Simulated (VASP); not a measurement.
InP: work function with PBEsol

Slab: InP, a slab with vacuum.

```
In P
1.0
     5.86100    0.00000    0.00000
     0.00000    4.14435    0.00000
     0.00000    0.00000   28.43306
In P
7 7
Cartesian
  2.9305 2.0722 8.0000
  0.0000 0.0000 10.0722
  2.9305 2.0722 12.1444
  0.0000 0.0000 14.2165
  2.9305 2.0722 16.2887
  0.0000 0.0000 18.3609
  2.9305 2.0722 20.4331
  4.3957 0.0000 8.0000
  1.4652 2.0722 10.0722
  4.3957 0.0000 12.1444
  1.4652 2.0722 14.2165
  4.3957 0.0000 16.2887
  1.4652 2.0722 18.3609
  4.3957 0.0000 20.4331
```

```json
{
  "Program": "VASP 6.6.1",
  "Task": "work function",
  "Functional": "PBEsol",
  "Potentials or basis": "VASP PAW PBE potentials, release 64 (In_d, P)",
  "Cutoff": "520 eV",
  "k mesh": "4 × 6 × 1",
  "Occupations": "gaussian, width 0.05 eV",
  "Spin": "no spin polarisation",
  "Dipole correction": "yes",
  "Further INCAR settings": "ALGO = Normal; EDIFF = 1e-06"
}
```

```
Largest force                          : 1.543 eV/Å
Band gap on the k mesh                 : 0.40 eV, direct
Ionisation potential of the upper face : 4.78 eV
```

Forces on the atoms (eV/Å):
```
In   1.083  0.000  1.099
In  -0.330  0.000  0.107
In   0.270  0.000  0.083
In  -0.145  0.000  0.000
In   0.270  0.000 -0.083
In  -0.330  0.000 -0.107
In   1.083  0.000 -1.099
P   -0.314  0.000 -1.160
P   -0.550  0.000 -0.337
P   -0.039  0.000  0.092
P   -0.098  0.000  0.000
P   -0.039  0.000 -0.092
P   -0.550  0.000  0.337
P   -0.314  0.000  1.160
```

Levels at points of the mesh, in eV from the valence-band top:
| k point | band 60 | band 61 | band 62 | band 63 | band 64 | band 65 | band 66 | band 67 |
| --- | --- | --- | --- | --- | --- | --- | --- | --- |
| (0.00, 0.00, 0.00) | -0.26 | -0.10 | -0.01 | 0.00 | 0.40 | 1.06 | 1.92 | 2.08 |
| (0.50, 0.00, 0.00) | -0.68 | -0.66 | -0.29 | -0.22 | 0.76 | 0.84 | 1.81 | 1.95 |
| (0.00, 0.50, 0.00) | -1.57 | -1.49 | -0.29 | -0.13 | 0.79 | 0.95 | 1.87 | 2.13 |
| (0.50, 0.50, 0.00) | -1.19 | -1.17 | -0.44 | -0.09 | 0.45 | 0.86 | 2.22 | 2.53 |

Wall time 8 min on 8 MPI ranks on AMD EPYC 7R43 64-Core Processor (Zen 3), with other jobs on the host, peak memory 0.87 GiB a rank.

Caveat: the PAW data sets were made with another functional, which shifts forces and pressure a little; spin-orbit coupling is left out, which moves the levels of the heavy elements.
